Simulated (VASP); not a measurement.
# MoS2 (P6_3/mmc) in VASP: a series of runs

The runs below take MoS2 through single point, with PBEsol+U.

Everything below comes from runs of VASP 6.6.1. Logs are shortened: lines on timing, memory, paths and dates and some standing lists are left out, and cuts for length are marked.

**Experimental background.**

“Multiwavelength excitation Raman Scattering Analysis of bulk and 2 dimensional MoS2: Vibrational properties of atomically thin MoS2 layers”, 2015, arxiv:1506.03228 reports, for a bulk crystal of MoS2 at 300 K: band gap 1.3 eV (indirect).

The runs below are set against these values where they give the same quantity.

**1. The structure**

The structure is hexagonal, space group P6_3/mmc (No. 194). Conventional cell: a = 3.161 Å, b = 3.161 Å, c = 12.295 Å, α = 90.00°, β = 90.00°, γ = 120.00°. Around Mo (site symmetry -6m2) lie 6 S at 2.37 Å. S (site symmetry 3m) has 3 Mo at 2.37 Å as nearest neighbours.

**2. Single point, PBEsol+U, collinear spin, ferromagnetic start**

Contents of INCAR:

```
SYSTEM = MoS2
ALGO = Normal
EDIFF = 1E-7
ENCUT = 520
GGA = PS
ISIF = 2
ISMEAR = 0
ISPIN = 2
LASPH = .True.
LCHARG = .False.
LDAU = .True.
LDAUJ = 0 0
LDAUL = 2 -1
LDAUPRINT = 1
LDAUTYPE = 2
LDAUU = 2.5 0
LMAXMIX = 4
LORBIT = 11
LREAL = .False.
LWAVE = .False.
MAGMOM = 1 1 0 0 0 0
NELM = 80
PREC = Accurate
SIGMA = 0.05
```

Contents of KPOINTS:

```
k-points
0
Gamma
  8 8 2
  0 0 0
```

Contents of POSCAR:

```
MoS2
1.0
    3.1610015200      0.0000000000      0.0000000000
   -1.5805007600      2.7375076200      0.0000000000
    0.0000000000      0.0000000000     12.2949997000
Mo S
2 4
Direct
    0.3333333333      0.6666666667      0.2500000000
    0.6666666667      0.3333333333      0.7500000000
    0.3333333333      0.6666666667      0.6275000000
    0.6666666667      0.3333333333      0.1275000000
    0.3333333333      0.6666666667      0.8725000000
    0.6666666667      0.3333333333      0.3725000000
```

Potentials or basis: VASP PAW PBE potentials, release 64 (Mo_sv, S).

Launch:

```
cat potpaw_PBE.64/Mo_sv/POTCAR potpaw_PBE.64/S/POTCAR > POTCAR
mpirun -np 1 vasp_std > vasp.out
```

OUTCAR:

```text
SYSTEM = MoS2
   EDIFF = 1E-7
   ENCUT = 520
   GGA = PS
   ISIF = 2
   ISMEAR = 0
   ISPIN = 2
   LASPH = .True.
   LORBIT = 11
   LREAL = .False.
   NELM = 80
   PREC = Accurate

 ion  position               nearest neighbor table
   1  0.333  0.667  0.250-   4 2.37   6 2.37   4 2.37   6 2.37   4 2.37   6 2.37
   2  0.667  0.333  0.750-   3 2.37   5 2.37   3 2.37   5 2.37   3 2.37   5 2.37
   3  0.333  0.667  0.627-   2 2.37   2 2.37   2 2.37
   4  0.667  0.333  0.127-   1 2.37   1 2.37   1 2.37
   5  0.333  0.667  0.873-   2 2.37   2 2.37   2 2.37
   6  0.667  0.333  0.373-   1 2.37   1 2.37   1 2.37

  LATTYP: Found a hexagonal cell.
 ALAT       =     3.1610015200
 C/A-ratio  =     3.8895899360

  Lattice vectors:

 A1 = (   3.1610015200,   0.0000000000,   0.0000000000)
 A2 = (  -1.5805007600,   2.7375076200,   0.0000000000)
 A3 = (   0.0000000000,   0.0000000000,  12.2949997000)

Analysis of symmetry for initial positions (statically):
=====================================================================
 Subroutine PRICEL returns:
 Original cell was already a primitive cell.

 Routine SETGRP: Setting up the symmetry group for a
 hexagonal supercell.

 Subroutine GETGRP returns: Found 24 space group operations
 (whereof 12 operations were pure point group operations)
 out of a pool of 24 trial point group operations.

The static configuration has the point symmetry D_3d.
 The point group associated with its full space group is D_6h.

Analysis of symmetry for dynamics (positions and initial velocities):
=====================================================================
 Subroutine PRICEL returns:
 Original cell was already a primitive cell.

 Routine SETGRP: Setting up the symmetry group for a
 hexagonal supercell.

 Subroutine GETGRP returns: Found 24 space group operations
 (whereof 12 operations were pure point group operations)
 out of a pool of 24 trial point group operations.

The dynamic configuration has the point symmetry D_3d.
 The point group associated with its full space group is D_6h.

Analysis of structural, dynamic, and magnetic symmetry:
=====================================================================
 Subroutine PRICEL returns:
 Original cell was already a primitive cell.

 Routine SETGRP: Setting up the symmetry group for a
 hexagonal supercell.

 Subroutine GETGRP returns: Found 24 space group operations
 (whereof 12 operations were pure point group operations)
 out of a pool of 24 trial point group operations.

The overall configuration has the point symmetry D_3d.
 The point group associated with its full space group is D_6h.

 Subroutine INISYM returns: Found 24 space group operations
 (whereof 12 operations are pure point group operations),
 and found     1 'primitive' translations

----------------------------------------------------------------------------------------

                                     Primitive cell

  volume of cell :     106.3919

  direct lattice vectors                    reciprocal lattice vectors
     3.161001520  0.000000000  0.000000000     0.316355432  0.182647893  0.000000000
    -1.580500760  2.737507620  0.000000000     0.000000000  0.365295787  0.000000000
     0.000000000  0.000000000 12.294999700     0.000000000  0.000000000  0.081333878

  length of vectors
     3.161001520  3.161001522 12.294999700     0.365295787  0.365295787  0.081333878

  position of ions in fractional coordinates (direct lattice)
[... 151 lines left out ...]
  o =  0.4012  v =  1.0000  0.0000  0.0000  0.0000  0.0000  0.0000  0.0000  0.0000  0.0000  0.0000      0.0000  0.0000  0.0000  0.0000  0.0000  0.0000  0.0000  0.0000  0.0000  0.0000
  o =  0.4012  v =  0.0000 -0.0000  0.0000 -0.0000 -1.0000  0.0000  0.0000  0.0000  0.0000  0.0000      0.0000  0.0000  0.0000  0.0000  0.0000  0.0000  0.0000  0.0000  0.0000  0.0000
  o =  0.4012  v =  0.0000  0.0000  0.0000  0.0000  0.0000  1.0000  0.0000  0.0000  0.0000  0.0000      0.0000  0.0000  0.0000  0.0000  0.0000  0.0000  0.0000  0.0000  0.0000  0.0000
  o =  0.4012  v =  0.0000  0.0000  0.0000  0.0000  0.0000  0.0000  0.0000  0.0000 -0.0000 -1.0000      0.0000  0.0000  0.0000  0.0000  0.0000  0.0000  0.0000  0.0000  0.0000  0.0000
  o =  0.4282  v =  0.0000 -0.0000 -1.0000  0.0000 -0.0000  0.0000  0.0000  0.0000  0.0000  0.0000      0.0000  0.0000  0.0000  0.0000  0.0000  0.0000  0.0000  0.0000  0.0000  0.0000
  o =  0.4282  v =  0.0000  0.0000  0.0000  0.0000  0.0000  0.0000 -0.0000  1.0000 -0.0000  0.0000      0.0000  0.0000  0.0000  0.0000  0.0000  0.0000  0.0000  0.0000  0.0000  0.0000

atom =   2  type =  1  l = 2

 onsite density matrix

spin component  1

  0.4012 -0.0000  0.0000  0.0000  0.0000
 -0.0000  0.3965  0.0000 -0.0000  0.0000
  0.0000  0.0000  0.4282  0.0000  0.0000
  0.0000 -0.0000  0.0000  0.3965  0.0000
  0.0000  0.0000  0.0000  0.0000  0.4012

spin component  2

  0.4012 -0.0000  0.0000  0.0000  0.0000
 -0.0000  0.3965 -0.0000 -0.0000  0.0000
  0.0000 -0.0000  0.4282 -0.0000  0.0000
  0.0000 -0.0000 -0.0000  0.3965 -0.0000
  0.0000  0.0000  0.0000 -0.0000  0.4012

 occupancies and eigenvectors

  o =  0.3965  v =  0.0000  0.0000  0.0000  1.0000  0.0000  0.0000  0.0000  0.0000  0.0000  0.0000      0.0000  0.0000  0.0000  0.0000  0.0000  0.0000  0.0000  0.0000  0.0000  0.0000
  o =  0.3965  v =  0.0000  1.0000  0.0000 -0.0000  0.0000  0.0000  0.0000  0.0000  0.0000  0.0000      0.0000  0.0000  0.0000  0.0000  0.0000  0.0000  0.0000  0.0000  0.0000  0.0000
  o =  0.3965  v =  0.0000  0.0000  0.0000  0.0000  0.0000  0.0000 -0.0000 -0.0000 -1.0000  0.0000      0.0000  0.0000  0.0000  0.0000  0.0000  0.0000  0.0000  0.0000  0.0000  0.0000
  o =  0.3965  v =  0.0000  0.0000  0.0000  0.0000  0.0000  0.0000  1.0000  0.0000 -0.0000  0.0000      0.0000  0.0000  0.0000  0.0000  0.0000  0.0000  0.0000  0.0000  0.0000  0.0000
  o =  0.4012  v =  1.0000  0.0000  0.0000  0.0000  0.0000  0.0000  0.0000  0.0000  0.0000  0.0000      0.0000  0.0000  0.0000  0.0000  0.0000  0.0000  0.0000  0.0000  0.0000  0.0000
  o =  0.4012  v =  0.0000  0.0000  0.0000 -0.0000 -1.0000  0.0000  0.0000  0.0000  0.0000  0.0000      0.0000  0.0000  0.0000  0.0000  0.0000  0.0000  0.0000  0.0000  0.0000  0.0000
  o =  0.4012  v =  0.0000  0.0000  0.0000  0.0000  0.0000  1.0000  0.0000  0.0000  0.0000  0.0000      0.0000  0.0000  0.0000  0.0000  0.0000  0.0000  0.0000  0.0000  0.0000  0.0000
  o =  0.4012  v =  0.0000  0.0000  0.0000  0.0000  0.0000  0.0000  0.0000  0.0000 -0.0000 -1.0000      0.0000  0.0000  0.0000  0.0000  0.0000  0.0000  0.0000  0.0000  0.0000  0.0000
  o =  0.4282  v =  0.0000  0.0000 -1.0000 -0.0000 -0.0000  0.0000  0.0000  0.0000  0.0000  0.0000      0.0000  0.0000  0.0000  0.0000  0.0000  0.0000  0.0000  0.0000  0.0000  0.0000
  o =  0.4282  v =  0.0000  0.0000  0.0000  0.0000  0.0000  0.0000  0.0000 -1.0000 -0.0000 -0.0000      0.0000  0.0000  0.0000  0.0000  0.0000  0.0000  0.0000  0.0000  0.0000  0.0000

 number of electron      51.9999998 magnetization       0.0000552

 Free energy of the ion-electron system (eV)
  ---------------------------------------------------
  ext. energy  EPLUGINS =         0.00000000
  ---------------------------------------------------
  free energy    TOTEN  =       -40.77884056 eV

  energy without entropy =      -40.77884056  energy(sigma->0) =      -40.77884056

 E-fermi :   7.9738     XC(G=0): -10.9616

 val. band max:        7.7027734133   @ k =   0.0000   0.0000   0.0000
 cond. band min:       8.6156021553   @ k =   0.3750   0.2500   0.0000
 fundamental gap:      0.9128287421
 Fermi energy:         7.9738241102

 spin component 1

 k-point     1 :       0.0000    0.0000    0.0000
  band No.  band energies     occupation
      1     -54.0657      1.00000
      2     -54.0657      1.00000
      3     -28.2608      1.00000
      4     -28.2607      1.00000
      5     -28.0505      1.00000
      6     -28.0505      1.00000
[... 689 lines left out ...]
     31      10.4783      0.00000
     32      10.4783      0.00000
 Fermi energy:         7.9738241102

 spin component 2

 k-point     1 :       0.0000    0.0000    0.0000
  band No.  band energies     occupation
      1     -54.0658      1.00000
      2     -54.0658      1.00000
      3     -28.2608      1.00000
      4     -28.2608      1.00000
      5     -28.0505      1.00000
      6     -28.0505      1.00000
[... 689 lines left out ...]
     31      10.4783      0.00000
     32      10.4783      0.00000

------------------------ aborting loop because EDIFF is reached ----------------------------------------

  FORCE on cell =-STRESS in cart. coord.  units (eV):
  Direction    XX          YY          ZZ          XY          YZ          ZX
  --------------------------------------------------------------------------------------
  -------------------------------------------------------------------------------------
  Total        1.8950128      1.8950128      6.8190600      0.0000000      0.0000000      0.0000000
  in kB       28.5373844     28.5373844    102.6896156      0.0000000      0.0000000      0.0000000
  external PRESSURE =      53.2547948 kB  Pullay stress =       0.0000000 kB

 VOLUME and BASIS-vectors are now :
 -----------------------------------------------------------------------------
  energy-cutoff  :      520.00
  volume of cell :      106.39
      direct lattice vectors                 reciprocal lattice vectors
     3.161001520  0.000000000  0.000000000     0.316355432  0.182647893  0.000000000
    -1.580500760  2.737507620  0.000000000     0.000000000  0.365295787  0.000000000
     0.000000000  0.000000000 12.294999700     0.000000000  0.000000000  0.081333878

 POSITION                                       TOTAL-FORCE (eV/Angst)
 -----------------------------------------------------------------------------------
     -0.00000      1.82501      3.07375        -0.000000      0.000000      0.000000
      1.58050      0.91250      9.22125         0.000000     -0.000000      0.000000
     -0.00000      1.82501      7.71511         0.000000     -0.000000     -1.105038
      1.58050      0.91250      1.56761        -0.000000      0.000000     -1.105038
     -0.00000      1.82501     10.72739         0.000000     -0.000000      1.105038
      1.58050      0.91250      4.57989        -0.000000      0.000000      1.105038
 -----------------------------------------------------------------------------------
    total drift:                               -0.000000      0.000000     -0.000000

  FREE ENERGIE OF THE ION-ELECTRON SYSTEM (eV)
  ---------------------------------------------------
  free  energy   TOTEN  =       -40.7788405597 eV

  energy  without entropy=      -40.7788405597  energy(sigma->0) =      -40.77884056

 total charge

# of ion       s       p       d       tot
------------------------------------------
    1        2.312   6.245   3.988  12.545
    2        2.312   6.245   3.988  12.545
    3        1.357   2.351   0.000   3.707
    4        1.357   2.351   0.000   3.707
    5        1.357   2.351   0.000   3.707
    6        1.357   2.351   0.000   3.707
--------------------------------------------------
tot         10.051  21.893   7.976  39.920

 magnetization (x)

# of ion       s       p       d       tot
------------------------------------------
    1       -0.000  -0.000  -0.000  -0.000
    2       -0.000  -0.000  -0.000  -0.000
    3       -0.000   0.000   0.000   0.000
    4       -0.000   0.000   0.000   0.000
    5       -0.000   0.000   0.000   0.000
    6       -0.000   0.000   0.000   0.000
--------------------------------------------------
tot         -0.000   0.000  -0.000  -0.000
```

It took 2.2 min on 1 thread of Intel Xeon Platinum 8259CL at 2.50GHz (Skylake/Cascade Lake), shared host; peak memory 0.32 GiB.

What came out:

* Free energy: -40.7788 eV
* Pressure: 5.3 GPa
* Largest force: 1.105 eV/Å
* Band gap on the k mesh: 0.91 eV, indirect (least direct gap 1.91 eV)
* Net moment: 0.00 μB per cell
* Valence electrons inside the program's atomic spheres: Mo 12.54; S 3.71

Forces in eV/Å, atoms in the order of the input:
```
Mo   0.000  0.000  0.000
Mo   0.000  0.000  0.000
S    0.000  0.000 -1.105
S    0.000  0.000 -1.105
S    0.000  0.000  1.105
S    0.000  0.000  1.105
```

Levels at points of the mesh, in eV from the valence-band top:
Spin up:
| k point | band 23 | band 24 | band 25 | band 26 | band 27 | band 28 | band 29 | band 30 |
| --- | --- | --- | --- | --- | --- | --- | --- | --- |
| (0.00, 0.00, 0.00) | -2.52 | -1.33 | -1.16 | 0.00 | 2.00 | 2.00 | 2.02 | 2.02 |
| (0.50, 0.00, 0.00) | -2.05 | -1.90 | -1.63 | -1.49 | 1.44 | 1.49 | 1.90 | 2.10 |
| (0.00, 0.00, 0.50) | -2.54 | -2.54 | -0.29 | -0.29 | 2.01 | 2.01 | 2.01 | 2.01 |
| (0.50, 0.00, 0.50) | -1.97 | -1.97 | -1.55 | -1.55 | 1.46 | 1.46 | 2.01 | 2.01 |
Spin down:
```
           k point  band 24  band 25  band 26  band 27  band 28  band 29
(0.00, 0.00, 0.00)    -1.33    -1.16     0.00     2.00     2.00     2.02
(0.50, 0.00, 0.00)    -1.90    -1.63    -1.49     1.44     1.49     1.90
(0.00, 0.00, 0.50)    -2.54    -0.29    -0.29     2.01     2.01     2.01
(0.50, 0.00, 0.50)    -1.97    -1.55    -1.55     1.46     1.46     2.01
```

Eigenvalues of the final occupation matrices:
```tsv
site	spin	trace	eigenvalues
site 1 d	1	2.02	0.40 0.40 0.40 0.40 0.43
site 1 d	2	2.02	0.40 0.40 0.40 0.40 0.43
site 2 d	1	2.02	0.40 0.40 0.40 0.40 0.43
site 2 d	2	2.02	0.40 0.40 0.40 0.40 0.43
```

Caveat: the PAW data sets were made with another functional, which shifts forces and pressure a little; this functional lacks dispersion, which binds the layers, so the pressure and a relaxed spacing across them are unreliable.

**3. Single point, PBEsol+U, collinear spin, antiferromagnetic start**

INCAR: that of step 2 with these lines changed.

```diff
@@ -20,3 +20,3 @@
 LWAVE = .False.
-MAGMOM = 1 1 0 0 0 0
+MAGMOM = 1 -1 0 0 0 0
 NELM = 80
```

KPOINTS is that of step 2.

POSCAR is that of step 2.

Potentials or basis: VASP PAW PBE potentials, release 64 (Mo_sv, S).

Launch:

```
cat potpaw_PBE.64/Mo_sv/POTCAR potpaw_PBE.64/S/POTCAR > POTCAR
mpirun -np 1 vasp_std > vasp.out
```

It took 1.9 min on 1 thread of Intel Xeon Platinum 8259CL at 2.50GHz (Skylake/Cascade Lake), shared host; peak memory 0.31 GiB.

It converged, with:

```yaml
Free_energy: -40.7788 eV
Pressure: 5.3 GPa
Largest_force: 1.105 eV/Å
Band_gap_on_the_k_mesh: 0.91 eV, indirect (least direct gap 1.91 eV)
Net_moment: 0.00 μB per cell
Valence_electrons_inside_the_program's_atomic_spheres: Mo 12.54; S 3.71
```

Forces in eV/Å, atoms in the order of the input:
```
Mo   0.000  0.000  0.000
Mo   0.000  0.000  0.000
S    0.000  0.000 -1.105
S    0.000  0.000 -1.105
S    0.000  0.000  1.105
S    0.000  0.000  1.105
```

Stress tensor (GPa, compression positive):
```
 2.85  0.00  0.00
 0.00  2.85  0.00
 0.00  0.00 10.27
```

Levels at points of the mesh, in eV from the valence-band top:
Spin up:
```tsv
k point	band 22	band 23	band 24	band 25	band 26	band 27	band 28	band 29	band 30	band 31
(0.00, 0.00, 0.00)	-2.52	-2.52	-1.33	-1.16	0.00	2.00	2.01	2.02	2.02	2.35
(0.50, 0.00, 0.00)	-2.54	-2.05	-1.90	-1.63	-1.49	1.44	1.49	1.90	2.10	2.87
(0.00, 0.00, 0.50)	-2.54	-2.54	-2.54	-0.29	-0.29	2.01	2.01	2.01	2.01	2.42
(0.50, 0.00, 0.50)	-2.66	-1.97	-1.97	-1.55	-1.55	1.46	1.46	2.01	2.01	3.19
```
Spin down:
```
           k point  band 24  band 25  band 26  band 27  band 28  band 29
(0.00, 0.00, 0.00)    -1.33    -1.16     0.00     2.00     2.00     2.02
(0.50, 0.00, 0.00)    -1.90    -1.63    -1.49     1.44     1.49     1.90
(0.00, 0.00, 0.50)    -2.54    -0.29    -0.29     2.01     2.01     2.01
(0.50, 0.00, 0.50)    -1.97    -1.55    -1.55     1.46     1.46     2.01
```

Eigenvalues of the final occupation matrices:
| site | spin | trace | eigenvalues |
| --- | --- | --- | --- |
| site 1 d | 1 | 2.02 | 0.40 0.40 0.40 0.40 0.43 |
| site 1 d | 2 | 2.02 | 0.40 0.40 0.40 0.40 0.43 |
| site 2 d | 1 | 2.02 | 0.40 0.40 0.40 0.40 0.43 |
| site 2 d | 2 | 2.02 | 0.40 0.40 0.40 0.40 0.43 |

Caveat: the PAW data sets were made with another functional, which shifts forces and pressure a little; this functional lacks dispersion, which binds the layers, so the pressure and a relaxed spacing across them are unreliable. The state reached can hang on the start; a lower one may exist.

**4. Comparison with measurements**

Step 2. A measured gap of MoS2 is 1.3 eV (indirect; 300 K; “Multiwavelength excitation Raman Scattering Analysis of bulk and 2 dimensional MoS2: Vibrational properties of atomically thin MoS2 layers”, 2015, arxiv:1506.03228); the calculated 0.91 eV misses it by -0.39 eV. Spin-orbit coupling on Mo is left out. The value is that of PBEsol+U on a finite k mesh, which can miss the band edges, without temperature or zero-point motion.

Step 3. Against the measured gap of MoS2, 1.3 eV (indirect; 300 K; “Multiwavelength excitation Raman Scattering Analysis of bulk and 2 dimensional MoS2: Vibrational properties of atomically thin MoS2 layers”, 2015, arxiv:1506.03228), the calculated 0.91 eV is off by -0.39 eV. Spin-orbit coupling on Mo is left out. The value is that of PBEsol+U on a finite k mesh, which can miss the band edges, without temperature or zero-point motion.
